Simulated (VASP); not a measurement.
# Mg (P6/mmm) in VASP: a series of runs, part 2 of 2

VASP 6.6.1. The steps go on from the part before.

**4. Single point, r2SCAN**

Input file INCAR:

```
ADDGRID = False
ALGO = Normal
EDIFF = 1E-6
ENCUT = 600
ISIF = 2
ISMEAR = 1
LASPH = True
LCHARG = False
LMIXTAU = True
LREAL = False
LWAVE = False
METAGGA = R2SCAN
NELM = 100
PREC = Accurate
SIGMA = 0.2
```

Input file KPOINTS:

```
k-points
0
Gamma
  11 11 9
```

Input file POSCAR:

```
Mg
1.0
    3.0502998005      0.0000000000      0.0000000000
   -1.5251499003      2.6416371164      0.0000000000
    0.0000000000      0.0000000000      3.0448375700
Mg
1
Direct
    0.0000000000      0.0000000000      0.0000000000
```

Potentials or basis: VASP PAW PBE potentials, release 64 (Mg).

Launch:

```
cat potpaw_PBE.64/Mg/POTCAR > POTCAR
mpirun -np 1 vasp_std > vasp.out
```

OUTCAR:

```text
EDIFF = 1E-6
   ENCUT = 600
   ISIF = 2
   ISMEAR = 1
   LASPH = True
   LREAL = False
   METAGGA = R2SCAN
   NELM = 100
   PREC = Accurate

 Found     80 irreducible k-points:

 Following reciprocal coordinates:
            Coordinates               Weight
  0.000000  0.000000  0.000000      1.000000
  0.090909  0.000000  0.000000      6.000000
  0.181818  0.000000  0.000000      6.000000
  0.272727  0.000000  0.000000      6.000000
  0.363636  0.000000  0.000000      6.000000
  0.454545  0.000000  0.000000      6.000000
   k-points           NKPTS =     80   k-points in BZ     NKDIM =     80   number of bands    NBANDS=      5
   number of dos      NEDOS =    301   number of ions     NIONS =      1
   total plane-waves  NPLWV =  13824
   dimension x,y,z NGX =    24 NGY =   24 NGZ =   24
   dimension x,y,z NGXF=    48 NGYF=   48 NGZF=   48
   ions per type =               1
   NGX,Y,Z   is equivalent  to a cutoff of  13.08, 13.08, 13.10 a.u.
   NGXF,Y,Z  is equivalent  to a cutoff of  26.16, 26.16, 26.21 a.u.
 SYSTEM =  unknown system
   PREC   = accura    normal or accurate (medium, high low for compatibility)
   ISTART =      0    job   : 0-new  1-cont  2-samecut
   ICHARG =      2    charge: 1-file 2-atom 10-const
   ISPIN  =      1    spin polarized calculation?
   LNONCOLLINEAR =      F non collinear calculations
   LSORBIT =      F    spin-orbit coupling
   LASPH  =      T    aspherical Exc in radial PAW
   ENCUT  =  600.0 eV  44.10 Ry    6.64 a.u.   6.09  6.09  6.08*2*pi/ulx,y,z
   NELM   =    100;   NELMIN=  2; NELMDL= -5     # of ELM steps
   EDIFF  = 0.1E-05   stopping-criterion for ELM
   LREAL  =      F    real-space projection
   EDIFFG = 0.1E-04   stopping-criterion for IOM
   NSW    =      0    number of steps for IOM
   IBRION =     -1    ionic relax: 0-MD 1-quasi-New 2-CG
   NFREE  =      0    steps in history (QN), initial steepest desc. (CG)
   ISIF   =      2    stress and relaxation
   ISYM   =      2    0-nonsym 1-usesym 2-fastsym
   POTIM  = 0.5000    time-step for ionic-motion
   TEBEG  =    0.0;   TEEND  =   0.0 temperature during run
   PSTRESS=    0.0 pullay stress
   NELECT =       2.0000    total number of electrons
   NUPDOWN=      -1.0000    fix difference up-down
   EMIN   =  10.00;   EMAX   =-10.00  energy-range for DOS
   EFERMI =   0.00;   METHOD = LEGACY
   ISMEAR =     1;   SIGMA  =   0.20  broadening in eV -4-tet -1-fermi 0-gaus
   EFERMI_NEDOS =   21; number of points for ismear=-14 and -15
   IALGO  =     38    algorithm
   IMIX   =      4    mixing-type and parameters
     AMIX     =   0.40;   BMIX     =  1.00
     AMIX_MAG =   1.60;   BMIX_MAG =  1.00
  volume/ion in A,a.u.               =      24.53       165.57
  Fermi-wavevector in a.u.,A,eV,Ry     =   0.709836  1.341396  6.855535  0.503868
  Thomas-Fermi vector in A             =   1.796524
   LORBIT       =      0    0 simple, 1 ext, 2 COOP (PROOUT), +10 PAW based schemes
   METAGGA = R2SCAN    functional components
   LHFCALC =     F    Hartree Fock is set to
   AEXX    =    0.0000 exact exchange contribution
   IVDW    =     0    specifies the selected vdW correction
   LEPSILON=     F    determine dielectric tensor
   LRPA    =     F    only Hartree local field effects (RPA)
 non-spin polarized calculation
 Methfessel and Paxton  Order N= 1 SIGMA  =   0.20
  energy-cutoff  :      600.00
  volume of cell :       24.53
 maximum number of plane-waves:       838
   NGX = 13   NGY = 13   NGZ = 13

 number of electron       2.0000000 magnetization

 Free energy of the ion-electron system (eV)
  ---------------------------------------------------
  ext. energy  EPLUGINS =         0.00000000
  ---------------------------------------------------
  free energy    TOTEN  =        -3.86545567 eV

  energy without entropy =       -3.86588068  energy(sigma->0) =       -3.86559734

 E-fermi :   2.2763     XC(G=0):  -8.8346

 val. band max:        2.1497082258   @ k =   0.3636   0.1818   0.3333
 cond. band min:       2.2833783068   @ k =   0.3636   0.2727   0.0000
 fundamental gap:      0.1336700810
 Fermi energy:         2.2763137098

 k-point     1 :       0.0000    0.0000    0.0000
  band No.  band energies     occupation
      1      -4.8375      2.00000
      2      10.8257      0.00000
      3      11.7516      0.00000
      4      15.7145      0.00000
      5      15.7145      0.00000

 k-point     2 :       0.0909    0.0000    0.0000
  band No.  band energies     occupation
      1      -4.6463      2.00000
      2      10.7832      0.00000
      3      11.9108      0.00000
      4      13.3226      0.00000
      5      14.6740      0.00000

 k-point     3 :       0.1818    0.0000    0.0000
  band No.  band energies     occupation
      1      -4.0749      2.00000
      2       9.5224      0.00000
      3      11.5995      0.00000
      4      12.3889      0.00000
      5      13.4651      0.00000

 k-point     4 :       0.2727    0.0000    0.0000
  band No.  band energies     occupation
      1      -3.1301      2.00000
      2       6.8095      0.00000
      3      11.4473      0.00000
      4      12.5357      0.00000
      5      13.1862      0.00000

 k-point     5 :       0.3636    0.0000    0.0000
  band No.  band energies     occupation
      1      -1.8241      2.00000
      2       4.2114     -0.00000
      3      11.2996      0.00000
      4      11.9130      0.00000
      5      14.2980      0.00000

 k-point     6 :       0.4545    0.0000    0.0000
  band No.  band energies     occupation
      1      -0.1952      2.00000
      2       1.9260      2.03270
      3      11.1649      0.00000
      4      11.6014      0.00000
      5      15.6645      0.00000

 [... further k-points ...]
[... 5 lines left out ...]
  --------------------------------------------------------------------------------------
  -------------------------------------------------------------------------------------
  Total        0.0966032      0.0966032     -0.0052803     -0.0000000      0.0000000      0.0000000
  in kB        6.3084469      6.3084469     -0.3448158     -0.0000000      0.0000000      0.0000000
  external PRESSURE =       4.0906926 kB  Pullay stress =       0.0000000 kB

 VOLUME and BASIS-vectors are now :
 -----------------------------------------------------------------------------
  energy-cutoff  :      600.00
  volume of cell :       24.53
      direct lattice vectors                 reciprocal lattice vectors
     3.050299800  0.000000000  0.000000000     0.327836628  0.189276565  0.000000000
    -1.525149900  2.641637116  0.000000000     0.000000000  0.378553130  0.000000000
     0.000000000  0.000000000  3.044837570     0.000000000  0.000000000  0.328424744

 POSITION                                       TOTAL-FORCE (eV/Angst)
 -----------------------------------------------------------------------------------
      0.00000      0.00000      0.00000        -0.000000      0.000000      0.000000
 -----------------------------------------------------------------------------------
    total drift:                               -0.000000      0.000000      0.000000

  FREE ENERGIE OF THE ION-ELECTRON SYSTEM (eV)
  ---------------------------------------------------
  free  energy   TOTEN  =        -3.8654556662 eV

  energy  without entropy=       -3.8658806765  energy(sigma->0) =       -3.86559734
```

OSZICAR:

```text
N       E                     dE             d eps       ncg     rms          rms(c)
DAV:   1    -0.288087809106E+01   -0.28809E+01   -0.84018E+02   830   0.318E+02
DAV:   2    -0.392992435424E+01   -0.10490E+01   -0.92371E+00  1040   0.181E+01
DAV:   3    -0.393493278172E+01   -0.50084E-02   -0.51277E-02  1115   0.164E+00
[... 12 lines left out ...]
DAV:  16    -0.386544922115E+01   -0.23791E-04   -0.29590E-05   860   0.360E-02    0.977E-03
DAV:  17    -0.386546380946E+01   -0.14588E-04   -0.12160E-05   955   0.241E-02    0.178E-03
DAV:  18    -0.386545799801E+01    0.58115E-05   -0.16369E-06   840   0.112E-02    0.962E-04
DAV:  19    -0.386545627697E+01    0.17210E-05   -0.24392E-07   430   0.472E-03    0.539E-04
DAV:  20    -0.386545566625E+01    0.61072E-06   -0.19465E-07   455   0.330E-03
   1 F= -.38654557E+01 E0= -.38655973E+01  d E =0.425010E-03
```

Wall time 16 s (1 thread of Intel Xeon 6975P-C (Granite Rapids), shared host); peak memory 0.15 GiB.

These settings aren't checked as converged: the numbers below hold their error.

What came out:

```
Free energy            : -3.8655 eV
Pressure               : 0.4 GPa
Band gap on the k mesh : none (metal or under the smearing width)
```

Caveat: the PAW data sets were made with another functional, which shifts forces and pressure a little.

**5. Single point, r2SCAN**

This run uses another cell than the first one, of the same volume but with other edges.

INCAR is that of step 4.

KPOINTS is that of step 4.

Input file POSCAR:

```
Mg
1.0
    3.1430880000     -0.0084060000     -0.0278050000
   -1.5788240000      2.6046760000      0.0276970000
   -0.0277550000      0.0158990000      3.0020770000
Mg
1
Direct
   -0.0144770000      0.0117080000      0.0082640000
```

Potentials or basis: VASP PAW PBE potentials, release 64 (Mg).

Launch:

```
cat potpaw_PBE.64/Mg/POTCAR > POTCAR
mpirun -np 1 vasp_std > vasp.out
```

OUTCAR:

```text
EDIFF = 1E-6
   ENCUT = 600
   ISIF = 2
   ISMEAR = 1
   LASPH = True
   LREAL = False
   METAGGA = R2SCAN
   NELM = 100
   PREC = Accurate

 Found    545 irreducible k-points:

 Following reciprocal coordinates:
            Coordinates               Weight
  0.000000  0.000000  0.000000      1.000000
  0.090909  0.000000 -0.000000      2.000000
  0.181818  0.000000 -0.000000      2.000000
  0.272727  0.000000  0.000000      2.000000
  0.363636  0.000000 -0.000000      2.000000
  0.454545  0.000000  0.000000      2.000000
   k-points           NKPTS =    545   k-points in BZ     NKDIM =    545   number of bands    NBANDS=      5
[... 116 lines left out ...]
      1      -0.3241      2.00000
      2       1.7087      2.00047
      3      11.2279      0.00000
      4      11.7058      0.00000
      5      16.0349      0.00000

 [... further k-points ...]
[... 5 lines left out ...]
  --------------------------------------------------------------------------------------
  -------------------------------------------------------------------------------------
  Total       -0.0966727      0.0494559      0.1773687      0.0167393      0.0498392     -0.0647195
  in kB       -6.3129812      3.2295987     11.5826434      1.0931198      3.2546283     -4.2263553
  external PRESSURE =       2.8330870 kB  Pullay stress =       0.0000000 kB

 VOLUME and BASIS-vectors are now :
 -----------------------------------------------------------------------------
  energy-cutoff  :      600.00
  volume of cell :       24.53
      direct lattice vectors                 reciprocal lattice vectors
     3.143088000 -0.008406000 -0.027805000     0.318692044  0.193154686  0.001923445
    -1.578824000  2.604676000  0.027697000     0.001010546  0.384559010 -0.002027282
    -0.027755000  0.015899000  3.002077000     0.002942377 -0.001758937  0.333139234

 POSITION                                       TOTAL-FORCE (eV/Angst)
 -----------------------------------------------------------------------------------
      3.07887      0.02234     -0.00227         0.000000      0.000000      0.000000
 -----------------------------------------------------------------------------------
    total drift:                               -0.000084     -0.000074      0.000214

  FREE ENERGIE OF THE ION-ELECTRON SYSTEM (eV)
  ---------------------------------------------------
  free  energy   TOTEN  =        -3.8628179932 eV

  energy  without entropy=       -3.8616260591  energy(sigma->0) =       -3.86242068
```

OSZICAR:

```text
N       E                     dE             d eps       ncg     rms          rms(c)
DAV:   1    -0.297979831385E+01   -0.29798E+01   -0.83037E+02  5700   0.314E+02
DAV:   2    -0.392426053222E+01   -0.94446E+00   -0.87003E+00  6960   0.168E+01
DAV:   3    -0.393092882537E+01   -0.66683E-02   -0.66572E-02  7255   0.167E+00
DAV:   4    -0.393095269734E+01   -0.23872E-04   -0.23871E-04  7225   0.728E-02
DAV:   5    -0.393095282691E+01   -0.12957E-06   -0.12945E-06  7040   0.414E-03    0.626E-01
DAV:   6    -0.384123310943E+01    0.89720E-01   -0.39751E-02  6205   0.136E+00    0.456E-01
DAV:   7    -0.397635408898E+01   -0.13512E+00   -0.18276E-02  5495   0.114E+00    0.164E-01
DAV:   8    -0.386379862112E+01    0.11256E+00   -0.49686E-02  5600   0.105E+00    0.678E-02
DAV:   9    -0.386391200852E+01   -0.11339E-03   -0.10355E-03  7715   0.267E-01    0.710E-02
DAV:  10    -0.386319178080E+01    0.72023E-03   -0.87697E-05  6475   0.636E-02    0.717E-02
DAV:  11    -0.386243789820E+01    0.75388E-03   -0.74995E-05  6280   0.549E-02    0.787E-02
DAV:  12    -0.385833638691E+01    0.41015E-02   -0.24945E-03  5460   0.408E-01    0.184E-01
DAV:  13    -0.386261891095E+01   -0.42825E-02   -0.57617E-03  5715   0.524E-01    0.420E-02
DAV:  14    -0.386292277637E+01   -0.30387E-03   -0.13550E-03  5530   0.358E-01    0.618E-02
DAV:  15    -0.386282756367E+01    0.95213E-04   -0.19397E-04  7110   0.878E-02    0.131E-02
DAV:  16    -0.386281896506E+01    0.85986E-05   -0.27239E-05  5750   0.291E-02    0.178E-02
DAV:  17    -0.386281799323E+01    0.97183E-06   -0.50407E-07  5170   0.563E-03
   1 F= -.38628180E+01 E0= -.38624207E+01  d E =-.119193E-02
```

stdout:

```text
POSCAR found type information on POSCAR Mg
 POSCAR found :  1 types and       1 ions
 scaLAPACK will be used
 -----------------------------------------------------------------------------
|                                                                             |
|                                                                             |
|     You enforced a specific xc type in the INCAR file but a different       |
|     I HOPE YOU KNOW WHAT YOU ARE DOING!                                     |
|                                                                             |
 -----------------------------------------------------------------------------

 LDA part: xc-table for (None), standard interpolation
 POSCAR, INCAR and KPOINTS ok, starting setup
 FFT: planning ... GRIDC
 FFT: planning ... GRID_SOFT
 FFT: planning ... GRID
 WAVECAR not read
 entering main loop
```

It took 1.7 min on 1 thread of Intel Xeon 6975P-C (Granite Rapids), shared host; peak memory 0.23 GiB.

These settings aren't checked as converged: the numbers below hold their error.

What came out:

```
Free energy            : -3.8628 eV
Pressure               : 0.3 GPa
Band gap on the k mesh : none (metal or under the smearing width)
```

Caveat: the PAW data sets were made with another functional, which shifts forces and pressure a little.

**6. For comparison**

An earlier run on the cell as given: functional PBE; potentials or basis VASP PAW PBE potentials, release 64 (Mg); cutoff 520 eV; k mesh 10 × 10 × 9; occupations fermi-dirac, width 0.05 eV; no spin polarisation.

- Pressure: 1.1 GPa
- Band gap on the k mesh: none (metal or under the smearing width)
